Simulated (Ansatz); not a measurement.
# BN: the cost of one run

Computed with the Python package of Ansatz 0.2.0. Level of theory: DFT r2SCAN, plane waves, PAW.

## (1) Starting point

It takes space group R3m (No. 160, trigonal). The conventional cell has a = 2.502 Å, b = 2.502 Å, c = 10.119 Å, α = 90.00°, β = 90.00°, γ = 120.00°. B (site symmetry 3m) has 3 N at 1.44 Å as nearest neighbours. N (site symmetry 3m) has 3 B at 1.44 Å as nearest neighbours.

bn.xyz, read by the script:

```xyz
2
Lattice="1.25112178 0.7223355 3.3729344 -1.25112178 0.7223355 3.3729344 0.0 -1.444671 3.3729344" Properties=species:S:1:pos:R:3 pbc="T T T"
B    -0.00000000   -0.00000000   10.11547615
N     0.00000000   -0.00000000    3.36715117
```

## (2) The script

Input file bn.py:

```python
"""Which atoms and shells make the states of BN."""

import logging
import sys

import ansatz
import numpy as np

logging.basicConfig(stream=sys.stdout, format="[%(levelname)s] %(message)s")
logger = logging.getLogger("run")
logger.setLevel(logging.INFO)

system = ansatz.Crystal.from_extxyz("bn.xyz")

base = (
    system.calculation()
    .functional("r2SCAN")
    .kpoints(8, center="gamma")
    .occupations("fixed")
    .scf(extra_bands=10)
    .density_of_states(projected=True, method="smearing", broadening_width=0.15, energy_step=0.1)
)
try:
    done = base.run(threads=1, pin="off")
except ansatz.NonConvergedError as error:
    sys.exit(f"no convergence: {error}")
except ansatz.RefusalError as error:
    sys.exit(f"input refused: {error}")
rep = done.report

dos = done.density_of_states()
energy = np.asarray(dos.energies_ev) - dos.fermi_ev
curves = {}
for site in done.projected_density_of_states().sites:
    for shell in site.shells:
        weight = sum(np.sum(curve.g_bin_mean_per_ev, axis=0) for curve in shell.curves)
        name = f"{site.species} {shell.label}"
        curves[name] = curves.get(name, 0) + weight

step = energy[1] - energy[0]
windows = [(-10, -5), (-5, 0), (0, 4)]
print("states by shell in windows of E - E_F (eV):", windows)
for name, g in curves.items():
    print(f"{name:8s}", " ".join(f"{step * g[(energy >= a) & (energy < b)].sum():8.3f}" for a, b in windows))
filled = (energy < 0) & (energy > -10)
for name, g in curves.items():
    if g[filled].sum() * step > 0.5:
        logger.info(f"centre of {name}: {np.average(energy[filled], weights=g[filled]):.2f} eV")
```

## (3) The calls as engine input

The engine receives this input:

```yaml
crystal:
  lattice:
    - [1.25112178, 0.7223355, 3.3729344]
    - [-1.25112178, 0.7223355, 3.3729344]
    - [0.0, -1.444671, 3.3729344]
  atoms:
    - { symbol: B, position: [0.999671201234549, 0.999671201234549, 0.999671201234549] }
    - { symbol: "N", position: [0.3327618003283234, 0.3327618003283234, 0.3327618003283234] }
kpoints:
  mp_grid:
    grid: [8, 8, 8]
    shift: [0.0, 0.0, 0.0]
hamiltonian:
  xc: r2scan
scf:
  n_extra_bands: 10
  occupations:
    method: fixed
output:
  dos:
    de: 0.1
    method:
      smearing:
        sigma: 0.15
    projected: true
```

## (4) Launch

Run with:

```
$ python bn.py
```

Q: Estimate wall time and peak memory on 1 thread of Arm Neoverse V1, shared host.

About 5.7 s, with a peak of 0.37 GiB.
